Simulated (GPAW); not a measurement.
Runs of GPAW 26.7.0 on SiRu. The structure is cubic, space group P2_13 (No. 198). The conventional cell has a = 4.709 Å, b = 4.709 Å, c = 4.709 Å, α = 90.00°, β = 90.00°, γ = 90.00°. Ru (site symmetry 3) has 7 Si at 2.38 to 2.70 Å as nearest neighbours. Around Si (site symmetry 3) lie 7 Ru at 2.38 to 2.70 Å. The cell comes from a database or a generator and needn't be the stable form of this composition.

```csv
task,level,potentials or basis,U,eigensolver,band path,band points,gap on the mesh (eV),pressure (GPa),V0 of scaled cells (Å³/atom),B0 (GPa),largest force (eV/Å)
equation of state,BP86+D4,"PAW data sets generated in the run's folder for this functional, pw",-,-,-,-,-,-,12.84,264,-
equation of state,BLYP+D3(BJ),"PAW data sets generated in the run's folder for this functional, pw",-,davidson,-,-,-,-,(a),245,-
band structure,PBE,"PAW data sets generated in the run's folder for this functional, pw",-,-,"GXMGRX,MR",60,0.23,5.3,-,-,0.18
equation of state,PW91,"PAW data sets generated in the run's folder for this functional, pw",-,-,-,-,-,-,(c),237,-
band structure,PBE+U,"GPAW PAW data sets (gpaw-data 1.2.1), pw",Ru d U = 5.3 eV,-,"GXMGRX,MR",80,0.84,-0.2,-,-,(b)
```

Alike in all rows: no spin polarisation; cell as given; k mesh 4 × 4 × 4; cutoff (eV) 600; smearing fermi-dirac 0.05 eV.

Q: Fill in the values left out.

A: (a) 12.99; (b) 0.20; (c) 13.36.

Caveats: the cell was scaled at fixed shape and fractional positions, which overstates the stiffness of a crystal with free parameters, most of all of layers and chains (some runs); the mesh misses the band edges, which the band path finds closer together (some runs); the U is typed as a test and isn't derived for this compound (some runs).

A k mesh can miss the band edges, and the runs leave out spin-orbit coupling on Ru.

Not every run made on this cell is shown here.
